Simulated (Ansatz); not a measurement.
`CC(C)(C)[N]=[Nb]([F])([F])[F]` + H₂O → tert-butanol + `[NH]=[Nb]([F])([F])[F]`  (formal hydrolysis of a C–N bond)

Isolated molecules relaxed with PBE0-D4/def2-TZVP in Ansatz; ΔE leaves out vibrations. CCSD(T)/CBS adds triple-zeta CCSD(T) − MP2 to the extrapolated MP2 energy (def2 sets, frozen cores). This one scheme is used for every species. DFT in def2-TZVPP. B3LYP here is the variant with VWN-RPA as its local correlation; programs differ in this. Elements past krypton have def2 core potentials. For Nb outer-core shells are correlated without core-valence functions, which leaves a few kJ/mol of doubt a bond. One conformer a species, not always the lowest.

CCSD(T)/CBS gives +48.7 kJ/mol.

Question: Another level gave +35.6 kJ/mol. Which?
A. r2SCAN-D4/def2-TZVPP
B. CCSD/def2-TZVPP
C. HF/def2-TZVPP
D. B3LYP/def2-TZVPP

Answer: A. r2SCAN-D4 35.6, CCSD/def2-TZVPP 42.4, B3LYP 28.8, HF/def2-TZVPP 22.3 kJ/mol.

Largest T1 diagnostic among the species: 0.021, so the coupled-cluster value is less sure than usual.

Leaving LDA and LC-ωPBE aside and taking each functional with its dispersion term where it has one, the values, not all of them listed here, spread over 14.8 kJ/mol, from ωB97X-V to PBE-QIDH. In def2-TZVPP, CCSD(T) changes the Hartree–Fock value by +24.1 kJ/mol (the triples alone add +4.0 kJ/mol) and MP2 by +45.8 kJ/mol.

CCSD(T)/CBS has its own doubt, a few kJ/mol and more with outer-core shells, so smaller differences from it don't rank the levels.
